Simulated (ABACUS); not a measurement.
**NbP under changes of volume**

One of the cells (16.103 Å³/atom); the others are scaled copies at fixed shape and fractional positions:

```
CELL_PARAMETERS angstrom
-1.67492 1.67492 5.74011
1.67492 -1.67492 5.74011
1.67492 1.67492 -5.74011
ATOMIC_POSITIONS crystal
Nb 0.24988 0.74988 0.50000
Nb 0.49988 0.49988 0.00000
P 0.83275 0.33275 0.50000
P 0.08275 0.08275 0.00000
```

The cell is a database's computed one.

* Program: ABACUS 3.10.1
* Functional: PBE
* Potentials or basis: PseudoDojo NC SR 0.4.1 PBE standard
* Cutoff: 1361 eV
* Density cutoff: 5442 eV
* Basis: DZP LCAO (the cutoffs set its grid)
* k mesh: 11 × 11 × 11
* Occupations: fermi-dirac, width 0.05 eV
* Spin: no spin polarisation

| volume (Å³/atom) | energy over the lowest point (meV/atom) | pressure (GPa) | largest force (eV/Å) |
| --- | --- | --- | --- |
| 15.137 | 38.14 | 13.3 | 0.043 |
| 15.459 | ? | ? | ? |
| 15.781 | 4.03 | 4.0 | 0.027 |
| 16.103 | 0.00 | 0.1 | 0.020 |
| 16.425 | 3.50 | -3.5 | 0.013 |
| 16.747 | 13.77 | -6.7 | 0.007 |
| 17.069 | 30.12 | -9.5 | 0.001 |

Question: What does the run at 15.459 Å³/atom give?

Answer: Energy over the lowest point 16.43 meV/atom; pressure 8.4 GPa; largest force 0.035 eV/Å.

Worked out: A Birch-Murnaghan fit of order 3 (a polynomial in V^(-2/3)) to the other rows has its minimum at 16.11 Å³/atom with B0 = V·E''(V) = 187 GPa and B' = 4.3 at fixed shape and positions, which overstates the stiffness. It gives 16.43 meV/atom at 15.459 Å³/atom, against the run's 16.43, and -dE/dV = 8.4 GPa, against 8.4.

Energies are extrapolated to zero smearing.

Caveats: the atomic orbitals were generated for these runs and aren't a published set; the basis of atomic orbitals isn't converged, which shifts pressures, moduli and gaps.
